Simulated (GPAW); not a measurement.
Here is a GPAW 26.7.0 calculation.

run.py

```python
from ase import Atoms
from ase.eos import EquationOfState
from ase.io import Trajectory
from ase.units import GPa
from gpaw import GPAW, PW, setup_paths

setup_paths.insert(0, '.')

atoms = Atoms(['Mo', 'Si', 'Si'],
              cell=[[-1.6, 1.6, 3.9305],
                    [1.6, -1.6, 3.9305],
                    [1.6, 1.6, -3.9305]],
              scaled_positions=[[0.0, 0.0, 0.0],
                                [0.667, 0.667, 0.0],
                                [0.333, 0.333, 0.0]],
              pbc=True)

traj = Trajectory('eos.traj', 'w')
volumes, energies = [], []
for x in [0.94, 0.96, 0.98, 1.0, 1.02, 1.04, 1.06]:
    a = atoms.copy()
    a.set_cell(atoms.cell * x**(1 / 3), scale_atoms=True)
    calc = GPAW(mode=PW(600),
                xc='PBEsol',
                kpts={'size': (8, 8, 8), 'gamma': True},
                occupations={'name': 'fermi-dirac', 'width': 0.05},
                nbands=23,
                convergence={'density': 1e-05, 'energy': 1e-05},
                maxiter=150,
                txt=f'eos-{x:.2f}.txt')
    a.calc = calc
    energies.append(a.get_potential_energy(force_consistent=True))
    volumes.append(a.get_volume())
    p = -a.get_stress()[:3].mean() / GPa
    calc.write(f'eos-{x:.2f}.gpw')
    traj.write(a)
    print(f'{x:.2f} {volumes[-1]:10.4f} A^3 {energies[-1]:14.6f} eV {p:9.3f} GPa', flush=True)

v0, e0, B = EquationOfState(volumes, energies, eos='birchmurnaghan').fit()
print(f'V0 = {v0:.4f} A^3, E0 = {e0:.6f} eV, B0 = {B / GPa:.2f} GPa')
```

Potentials or basis: PAW data sets generated in the run's folder for this functional, pw.

Launch:

```sh
$ gpaw-setup -f PBEsol Mo Si
$ OMP_NUM_THREADS=1 python run.py
```

What does it give for the bulk modulus at fixed shape and positions?

221 GPa.

What does it give for the equilibrium volume?

13.29 Å³/atom.

Energy against volume, from the lowest point:
```
volume (Å³/atom)  energy (meV/atom)
          12.611              25.27
          12.879               8.30
          13.148               0.18
          13.416               0.00
          13.684               6.94
          13.953              20.25
          14.221              39.27
```

Caveat: the cell was scaled at fixed shape and fractional positions, which overstates the stiffness of a crystal with free parameters, most of all of layers and chains.
